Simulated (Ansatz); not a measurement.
# Strain response of AlGa3N4

These are results of DFT r2SCAN, scalar-relativistic, plane waves, PAW (Ansatz 0.2.0), not measurements. Settings: 500 eV cutoff, 6×8×4 k-mesh, Gaussian smearing of 0.02 eV, no spin polarisation.

Reference structure (relaxed):

```
CELL_PARAMETERS angstrom
5.13892 0.00000 0.00000
0.00000 3.16341 0.00000
-0.00368 0.00000 5.47699
ATOMIC_POSITIONS crystal
Al 0.00058 0.50000 0.66730
Ga 0.49917 0.50000 0.33506
Ga 0.49925 0.00000 0.83146
Ga 0.99986 0.00000 0.16619
N 0.11941 0.50000 0.34060
N 0.11733 0.00000 0.82593
N 0.62024 0.00000 0.16619
N 0.63175 0.50000 0.66727
```

Deformation: uniaxial strain along c, with the lengths of a and b and the atoms relaxed and the angles held, all within the symmetry that the strain leaves. Energies are extrapolated to zero smearing. Stress is positive in compression, on the Cartesian axes of the cell above. Gaps are generalised Kohn–Sham gaps over the whole zone.

| strain (%) | ΔE (meV/atom) | a (Å) | b (Å) | c (Å) | σxx (GPa) | σyy (GPa) | σzz (GPa) | σyz (GPa) | σxz (GPa) | σxy (GPa) | gap (eV) |
| --- | --- | --- | --- | --- | --- | --- | --- | --- | --- | --- | --- |
| -3.0 | 9.9 | 5.162 | 3.197 | 5.313 | 0.00 | 0.00 | 9.38 | 0.00 | -0.06 | 0.00 | 2.83 |
| -1.5 | 2.5 | 5.151 | 3.179 | 5.395 | 0.00 | -0.01 | 4.71 | 0.00 | -0.03 | 0.00 | 2.88 |
| +0.0 | 0.0 | 5.139 | 3.163 | 5.477 | 0.00 | 0.00 | 0.00 | 0.00 | 0.00 | 0.00 | 2.89 |
| +1.5 | ? | ? | ? | 5.559 | ? | ? | ? | ? | ? | ? | ? |
| +3.0 | ? | ? | ? | 5.641 | ? | ? | ? | ? | ? | ? | ? |

**Question.** Fill in the row at +1.5 %.

**Answer.** ΔE 2.4 meV/atom; a 5.126 Å; b 3.149 Å; σxx 0.00 GPa; σyy 0.00 GPa; σzz -4.71 GPa; σyz 0.00 GPa; σxz 0.02 GPa; σxy 0.00 GPa; gap 2.79 eV.

**Question.** Fill in the row at +3.0 %.

**Answer.** ΔE 9.7 meV/atom; a 5.112 Å; b 3.137 Å; σxx 0.00 GPa; σyy 0.00 GPa; σzz -9.35 GPa; σyz 0.00 GPa; σxz 0.04 GPa; σxy 0.00 GPa; gap 2.69 eV.